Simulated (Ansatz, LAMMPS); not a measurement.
# Relaxing amorphous TiO2 at 3.66 g/cm^3 (84 atoms), part 2 of 2

Aim: bring amorphous TiO2 at 3.66 g/cm^3 (84 atoms) to a nearby minimum of the energy and see what moves.

Ansatz 0.2.0; Kohn-Sham DFT, PBE, PAW (set soft_2), plane waves.

The cell: 28 Ti and 56 O. The quench rate of 50 K/ps is orders of magnitude faster than experiment. The network of bonds at the start is that of the classical potential that made the cell. Only the Γ point is sampled in the main run, in a cell whose shortest periodic width is 10 Å.

So far. Step 4 (Relaxation): The relaxation changed the energy by -51.2 meV/atom, and atoms moved by 0.27 Å r.m.s., 0.64 Å at most. Step 7 (K-mesh 2×2×2): Forces differ from those of the single point at the relaxed geometry by 20 meV/Å r.m.s.; the energy by +0.26 meV/atom and the gap by -0.052 eV. It took 2 min and 11 cycles; the reference's time can't be set against it, since the two runs asked for unlike analyses.

**8. Functional HSE06**

HSE06 mixes in a quarter of exact exchange at short range, which counters self-interaction, at a higher cost.

This step: Kohn-Sham DFT, HSE06, PAW (set soft_2), plane waves (Ansatz 0.2.0).

Contents of input.yaml:

```yaml
crystal:
  lattice:
    - [10.052, 0.0, 0.0]
    - [0.0, 10.052, 0.0]
    - [0.0, 0.0, 10.052]
  atoms:
    [... the 84 atom lines of step 6 ...]
kpoints:
  mp_grid: { grid: [1, 1, 1] }
hamiltonian:
  xc: hse06
scf:
  occupations: { method: fermi_dirac, width: 0.025 }
output:
  forces: true
  stress: true
  populations: true
  dos:
    method: { smearing: { sigma: 0.08 } }
    de: 0.05
    projected: { site_lists: { O: [O], Ti: [Ti] } }
  eigenvalues: true
```

The run is started by

```sh
$ ansatz run input.yaml --threads 4 --pin off --max-ram 8192MiB --backend cpu --events-out ev --progress --plain --runs-dir out
```

Wall time 4.5 min (4 threads of Intel Xeon at 2.80GHz (Skylake/Cascade Lake), shared host); peak memory 3.7 GiB.

The program notes that the exchange threshold is loose for the stress and the SCF threshold is loose for the stress.

Geometry and reference: those of the single point at the relaxed geometry.

Forces differ from those of the single point at the relaxed geometry by 181 meV/Å r.m.s.; the pressure by -6.4 GPa and the gap by +1.6 eV. It took 4.5 min and 27 cycles; the reference's time can't be set against it, since the two runs asked for unlike analyses.

Read from the output:

```yaml
free_energy: -101852.6003 eV
free_energy_per_atom: -1212.5310 eV/atom
scf_cycles: 27
pressure: -0.9514 GPa
r_m_s_force_component: 0.1809 eV/Å
longest_force: 0.7189 eV/Å
fermi_energy: 7.716 eV
spacing_of_highest_filled_and_lowest_empty_level: 4.245 eV
spilling_of_the_projection: 0.004013
```

Length of the force by element and coordination:

| element | coordination | atoms | mean length of the force (eV/Å) | spread | least | most |
| --- | --- | --- | --- | --- | --- | --- |
| O | all | 56 | 0.284 | 0.141 | 0.0494 | 0.719 |
| O | 2 | 24 | 0.357 | 0.140 | 0.0494 | 0.719 |
| O | 3 | 30 | 0.232 | 0.117 | 0.0588 | 0.569 |
| O | 4 | 2 | 0.184 | 0.0561 | 0.128 | 0.240 |
| Ti | all | 28 | 0.292 | 0.0923 | 0.0822 | 0.428 |
| Ti | 4 | 5 | 0.202 | 0.100 | 0.0822 | 0.328 |
| Ti | 5 | 12 | 0.314 | 0.0835 | 0.166 | 0.428 |
| Ti | 6 | 11 | 0.309 | 0.0707 | 0.195 | 0.420 |

Löwdin charges by element and coordination (they lack the spilled electrons, 0.032 e an atom on average):

| element | coordination | atoms | mean charge (e) | spread | least | most |
| --- | --- | --- | --- | --- | --- | --- |
| O | all | 56 | -0.701 | 0.0509 | -0.803 | -0.608 |
| O | 2 | 24 | -0.652 | 0.0239 | -0.694 | -0.608 |
| O | 3 | 30 | -0.735 | 0.0279 | -0.776 | -0.683 |
| O | 4 | 2 | -0.787 | 0.0164 | -0.803 | -0.770 |
| Ti | all | 28 | 1.50 | 0.0178 | 1.45 | 1.53 |
| Ti | 4 | 5 | 1.48 | 0.0165 | 1.45 | 1.50 |
| Ti | 5 | 12 | 1.50 | 0.0146 | 1.48 | 1.52 |
| Ti | 6 | 11 | 1.51 | 0.0153 | 1.47 | 1.53 |

States in the cell by windows of 1 eV, zero at the Fermi level; the larger projections on atomic orbitals stand beside the total:

| from (eV) | to (eV) | total | O p | Ti d |
| --- | --- | --- | --- | --- |
| -10 | -8 | 0.0 | 0.0 | 0.0 |
| -8 | -7 | 10.2 | 7.4 | 2.1 |
| -7 | -6 | 69.4 | 49.6 | 16.7 |
| -6 | -5 | 78.0 | 58.8 | 16.0 |
| -5 | -4 | 63.1 | 51.7 | 9.1 |
| -4 | -3 | 71.0 | 62.7 | 6.5 |
| -3 | -2 | 44.3 | 41.2 | 2.3 |
| -2 | 2 | 0.0 | 0.0 | 0.0 |
| 2 | 3 | 50.6 | 3.5 | 45.4 |
| 3 | 4 | 70.2 | 9.1 | 57.3 |

Between -26 and -10 eV lie 112 more states.

The stored curve holds about 448 of the 672 electrons; the rest, give or take the few that broadening carries across the Fermi level, lie in deeper levels below its range.

The levels nearest the highest filled one (over half full), pooled over k-points and spins:

| level less the highest filled one (eV) | occupation |
| --- | --- |
| -0.340 | 2 |
| -0.310 | 2 |
| -0.252 | 2 |
| -0.192 | 2 |
| -0.110 | 2 |
| 0 | 2 |
| 4.25 | 0 |
| 4.37 | 0 |
| 4.42 | 0 |
| 4.46 | 0 |
| 4.50 | 0 |
| 4.55 | 0 |

**9. Functional r2SCAN (500 eV)**

The meta-GGA r2SCAN uses the kinetic energy density as well as the density and its gradient. Besides, the cutoff goes from 420 to 500 eV.

This step: Kohn-Sham DFT, r2SCAN, PAW (set soft_2), plane waves (Ansatz 0.2.0).

Changes to input.yaml since step 8:

```diff
@@ -10,3 +10,3 @@
 hamiltonian:
-  xc: hse06
+  xc: r2scan
 scf:
```

The job ended after 35 s (4 threads; peak memory 2.9 GiB).

Geometry and reference: those of the single point at the relaxed geometry.

Forces differ from those of the single point at the relaxed geometry by 59 meV/Å r.m.s.; the pressure by -4.2 GPa and the gap by +0.36 eV. It took 35 s and 12 cycles; the reference's time can't be set against it, since the two runs asked for unlike analyses.

**10. Functional PBEsol**

PBEsol restores the gradient expansion of exchange for slowly varying densities and usually gives shorter bonds in solids than PBE.

This step: Kohn-Sham DFT, PBEsol, PAW (set soft_2), plane waves (Ansatz 0.2.0).

Changes to input.yaml since step 9:

```diff
@@ -10,3 +10,3 @@
 hamiltonian:
-  xc: r2scan
+  xc: pbesol
 scf:
```

Elapsed: 13 s, on 4 threads; peak memory 1.6 GiB.

Geometry and reference: those of the single point at the relaxed geometry.

Forces differ from those of the single point at the relaxed geometry by 65 meV/Å r.m.s.; the pressure by -5.5 GPa and the gap by -0.027 eV.

**11. All settings compared**

Each row is set against the single point at the relaxed geometry (Kohn-Sham DFT, PBE, PAW (set soft_2), plane waves; r.m.s. force component 0.00819 eV/Å). Energies are set beside the reference only for runs with its functional, potentials and electron count. Times are for 4 threads of Intel Xeon at 2.80GHz (Skylake/Cascade Lake), shared host. The reference's time includes grids, which some other runs skip.

| run | Δ force, r.m.s. (meV/Å) | Δ energy (meV/atom) | Δ pressure (GPa) | Δ gap (eV) | cycles | time | host memory (GiB) |
| --- | --- | --- | --- | --- | --- | --- | --- |
| reference | - | - | - | - | 11 | 13 s | 1.6 |
| k-mesh 2×2×2 | 20.4 | 0.256 | -0.0034 | -0.0521 | 11 | 2 min | 5.5 |
| functional HSE06 | 181 | - | -6.42 | 1.56 | 27 | 4.5 min | 3.7 |
| functional r2SCAN (500 eV) | 58.9 | - | -4.23 | 0.358 | 12 | 35 s | 2.9 |
| functional PBEsol | 64.7 | - | -5.54 | -0.0273 | 12 | 13 s | 1.6 |

**12. Results**

```yaml
energy_change_in_the_relaxation: -51.2 meV/atom
r_m_s_displacement: 0.266 Å
largest_displacement: 0.638 Å
free_energy_per_atom: -1212.8027 eV/atom
pressure: 5.468 GPa
r_m_s_force_component: 0.00819 eV/Å
spacing_of_highest_filled_and_lowest_empty_level: 2.682 eV
wall_time_of_the_7_dft_runs: 9.4 min
```

In words: Relaxation lowers the energy by 51.2 meV/atom and moves atoms by 0.27 Å r.m.s.; the r.m.s. force component goes from 0.70 to 0.0082 eV/Å. By the final cutoffs 0 of 139 bonded pairs parted and 7 joined. First to last step the energy falls by 4.301 eV; the largest move, 0.64 Å, is that of O84. The O-Ti bonds go from 1.901 Å (spread 0.178) to 1.937 Å (spread 0.162), and their number from 139 to 146. With the cutoffs above, 54 % of O atoms have 3 and 43 % of Ti atoms have 5 bonded neighbours. Filled and empty levels are parted by 2.68 eV (at Γ alone); a semilocal functional tends to put such gaps too low. In a disordered cell it changes from sample to sample, and tail or defect levels can set it.

Among the changes of functional, dispersion, potentials or spin set against this reference, functional HSE06 moves the forces most, by 181 meV/Å r.m.s. The gap changes by +1.56 eV with HSE06.

What to keep in mind: The starting topology of bonds comes from the classical model; in DFT 0 of its 139 bonded pairs passed out of the cutoffs and 7 came within them. The pressure of 5.5 GPa shows the cell to be compressed for this functional.

[Logs are printed without paths, hosts, clocks, repeated set-up lines and the standing remarks that a program may print on its own settings, such as how far it seeks lower states.]

[Hosts, paths, dates, database ids (printed as entryN), source tags and the programs' standing remarks are cut or masked in the printed files.]
